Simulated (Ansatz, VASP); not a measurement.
# Pt in VASP and in Ansatz

POSCAR

```
Pt
1.0
    0.0000000000      1.9579000000      1.9579000000
    1.9579000000      0.0000000000      1.9579000000
    1.9579000000      1.9579000000      0.0000000000
Pt
1
Direct
    0.0000000000      0.0000000000      0.0000000000
```

INCAR.step1

```
SYSTEM = Pt
PREC = Accurate
ENCUT = 520
ISMEAR = 0
SIGMA = 0.15
LREAL = .FALSE.
LASPH = .TRUE.
NELM = 80
NBANDS = 11
GGA = PE
ALGO = Normal
EDIFF = 1E-4
LWAVE = .TRUE.
LCHARG = .FALSE.
```

Contents of INCAR.step2:

```
SYSTEM = Pt
PREC = Accurate
ENCUT = 520
EDIFF = 1E-6
ISMEAR = 0
SIGMA = 0.15
LREAL = .FALSE.
LASPH = .TRUE.
NELM = 80
ALGO = Normal
ISIF = 2
LWAVE = .FALSE.
LCHARG = .FALSE.
METAGGA = R2SCAN
LMIXTAU = .TRUE.
NBANDS = 11
ISTART = 1
```

KPOINTS

```
Automatic mesh
0
G
  20 20 20
  0 0 0
```

Input for Ansatz:

```yaml
crystal:
  lattice:
    - [0.0, 1.9579, 1.9579]
    - [1.9579, 0.0, 1.9579]
    - [1.9579, 1.9579, 0.0]
  atoms:
    - { symbol: Pt, position: [0.0, 0.0, 0.0] }
basis:
  ecutwfc: 500
kpoints:
  mp_grid: { grid: [20, 20, 20] }
hamiltonian:
  xc: r2scan
scf:
  occupations: { method: gaussian, width: 0.15 }
output:
  forces: true
  stress: true
  eigenvalues: true
```

Alike in both runs: task single point; functional r2SCAN; k mesh 20 × 20 × 20; occupations gaussian, width 0.15 eV; no spin polarisation.

|  | VASP | Ansatz |
| --- | --- | --- |
| version | VASP 6.6.1 | Ansatz 0.2.0 |
| potentials or method | VASP PAW PBE potentials, release 64 (Pt) | scalar-relativistic, plane waves, PAW |
| plane-wave cutoff (eV) | 520 | 500 |
| valence electrons in the cell | 10 | 18 |

VASP gave:

```
gap on the k mesh at the Fermi level (eV) : none
pressure (GPa)                            : 6.2
```

Q: What did Ansatz give for the same quantities?

A: gap on the k mesh at the Fermi level (eV): none; pressure (GPa): 5.4.

A gap of «none» marks a metal or a gap that the smearing closes. The functional is the same, so the differences come from potentials, cutoffs and numerics. The two sets of potentials don't hold the same shells in valence.

Caveats: the PAW data sets were made with another functional, which shifts forces and pressure a little (VASP). Spin-orbit coupling is left out, which matters for the levels of Pt.
